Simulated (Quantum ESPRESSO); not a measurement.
A run of Quantum ESPRESSO 7.5:

File pw.in:

```
&CONTROL
  calculation = 'scf'
  prefix = 'pwscf'
  outdir = './tmp'
  pseudo_dir = './pseudo'
  tprnfor = .true.
  tstress = .true.
  disk_io = 'low'
/
&SYSTEM
  ibrav = 0
  celldm(1) = 8
  nat = 2
  ntyp = 1
  ecutwfc = 80
  nbnd = 22
  occupations = 'smearing'
  smearing = 'mv'
  degauss = 0.01469973
/
&ELECTRONS
  conv_thr = 4d-10
  electron_maxstep = 120
  mixing_beta = 0.5
/
ATOMIC_SPECIES
As    74.9216 As.upf
CELL_PARAMETERS alat
  0.4442738793236   0.2565016438083   0.8300768443201
 -0.4442738793236   0.2565016438083   0.8300768443201
  0.0000000000000  -0.5130032876402   0.8300768443201
ATOMIC_POSITIONS crystal
As     0.2260000000    0.2260000000    0.2260000000
As     0.7740000000    0.7740000000    0.7740000000
K_POINTS automatic
6 6 6 0 0 0
```

relax.in

```
&CONTROL
  calculation = 'vc-relax'
  prefix = 'pwscf'
  outdir = './tmp'
  pseudo_dir = './pseudo'
  tprnfor = .true.
  tstress = .true.
  disk_io = 'low'
  nstep = 40
  forc_conv_thr = 0.0001
  etot_conv_thr = 1d-06
/
&SYSTEM
  ibrav = 0
  celldm(1) = 8
  nat = 2
  ntyp = 1
  ecutwfc = 80
  nbnd = 22
  occupations = 'smearing'
  smearing = 'mv'
  degauss = 0.01469973
/
&ELECTRONS
  conv_thr = 4d-10
  electron_maxstep = 120
  mixing_beta = 0.5
/
&IONS
  ion_dynamics = 'bfgs'
/
&CELL
  cell_dynamics = 'bfgs'
  press = 0
  press_conv_thr = 0.2
/
ATOMIC_SPECIES
As    74.9216 As.upf
CELL_PARAMETERS alat
  0.4442738793236   0.2565016438083   0.8300768443201
 -0.4442738793236   0.2565016438083   0.8300768443201
  0.0000000000000  -0.5130032876402   0.8300768443201
ATOMIC_POSITIONS crystal
As     0.2260000000    0.2260000000    0.2260000000
As     0.7740000000    0.7740000000    0.7740000000
K_POINTS automatic
6 6 6 0 0 0
```

File scf2.in:

```
&CONTROL
  calculation = 'scf'
  prefix = 'pwscf'
  outdir = './tmp'
  pseudo_dir = './pseudo'
  tprnfor = .true.
  tstress = .true.
  disk_io = 'low'
/
&SYSTEM
  ibrav = 0
  celldm(1) = 8
  nat = 2
  ntyp = 1
  ecutwfc = 80
  nbnd = 22
  occupations = 'smearing'
  smearing = 'mv'
  degauss = 0.01469973
/
&ELECTRONS
  conv_thr = 1d-13
  electron_maxstep = 120
  mixing_beta = 0.5
  startingpot = 'file'
  startingwfc = 'file'
/
ATOMIC_SPECIES
As    74.9216 As.upf
CELL_PARAMETERS alat
  0.4439242096918   0.2562997619614   0.7920668804840
 -0.4439242096918   0.2562997619614   0.7920668804840
  0.0000000000000  -0.5125995239347   0.7920668804802
ATOMIC_POSITIONS crystal
As     0.2292497674    0.2292497674    0.2292497674
As     0.7707502326    0.7707502326    0.7707502326
K_POINTS automatic
6 6 6 0 0 0
```

ph.in

```
phonons of As
&INPUTPH
  prefix = 'pwscf'
  outdir = './tmp'
  tr2_ph = 1d-18
  fildyn = 'dyn'
  niter_ph = 90
  alpha_mix(1) = 0.4
/
0.0000000000 0.0000000000 0.0000000000
```

The input dynmat.in:

```
&INPUT
  fildyn = 'dyn'
  asr = 'crystal'
  filout = 'dynmat.disp'
  fileig = 'dynmat.eig'
/
```

Potentials or basis: PseudoDojo 0.4.1 SR LDA standard.

Run with:

```console
$ OMP_NUM_THREADS=1 mpirun -n 4 pw.x -nk 4 -in pw.in > pw.out
$ OMP_NUM_THREADS=1 mpirun -n 4 pw.x -nk 4 -in relax.in > relax.out
$ OMP_NUM_THREADS=1 mpirun -n 4 pw.x -nk 4 -in scf2.in > scf2.out
$ OMP_NUM_THREADS=1 mpirun -n 4 ph.x -nk 4 -in ph.in > ph.out
$ OMP_NUM_THREADS=1 mpirun -n 1 dynmat.x -in dynmat.in > dynmat.out
```

Hardware: 4 MPI ranks on Arm Neoverse V1, with other jobs on the host.

Problem. Estimate the wall time of this run.

Solution. Run time: 6.4 min on 4 MPI ranks on Arm Neoverse V1 (shared host), peak memory 0.36 GiB a rank. Counts: scf iterations 78, k pools 4, bands 22, ion steps 11, k points 32, g dense 28147.
